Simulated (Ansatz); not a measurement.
A run of Ansatz 0.2.0:

Contents of input.yaml:

```yaml
crystal:
  lattice:
    - [4.97558882, 0.0, 0.0]
    - [0.0, 4.97558882, 0.0]
    - [0.0, 0.0, 6.90088944]
  atoms:
    - { symbol: Si, position: [0.80324656, 0.80324656, 0.5] }
    - { symbol: Si, position: [0.69675344, 0.30324656, 0.25] }
    - { symbol: Si, position: [0.30324656, 0.69675344, 0.75] }
    - { symbol: Si, position: [0.19675344, 0.19675344, 0.0] }
    - { symbol: O, position: [0.76175763, 0.11038707, 0.43204156] }
    - { symbol: O, position: [0.88961293, 0.23824237, 0.06795844] }
    - { symbol: O, position: [0.11038707, 0.76175763, 0.56795844] }
    - { symbol: O, position: [0.26175763, 0.38961293, 0.81795844] }
    - { symbol: O, position: [0.23824237, 0.88961293, 0.93204156] }
    - { symbol: O, position: [0.73824237, 0.61038707, 0.31795844] }
    - { symbol: O, position: [0.38961293, 0.26175763, 0.18204156] }
    - { symbol: O, position: [0.61038707, 0.73824237, 0.68204156] }
hamiltonian:
  xc: pbe
  pseudopotentials: { kind: paw }
  dispersion: d3bj
kpoints:
  mp_grid: { grid: [6, 6, 4] }
scf:
  occupations: { method: fermi_dirac, width: 0.05 }
output:
  forces: true
  stress: true
  eigenvalues: true
relax:
  f_tol: 0.01
  max_steps: 40
  cell: { stress_tol: 0.05 }
```

Potentials or basis: Ansatz PAW.

The run is started by

```console
$ ansatz run input.yaml --threads 4 --pin off --max-ram 11264MiB --backend cpu --events-out ev --progress --plain --runs-dir out
```

Hardware: 4 threads of AMD EPYC 7R43 64-Core Processor (Zen 3), with other jobs on the host.

Estimate the wall time of this run.

Wall time 49 s on 4 threads of AMD EPYC 7R43 64-Core Processor (Zen 3), on a shared host, peak memory 0.61 GiB. Counts: scf iterations 48, plane waves 3251, k points 30, bands 44, ion steps 9.
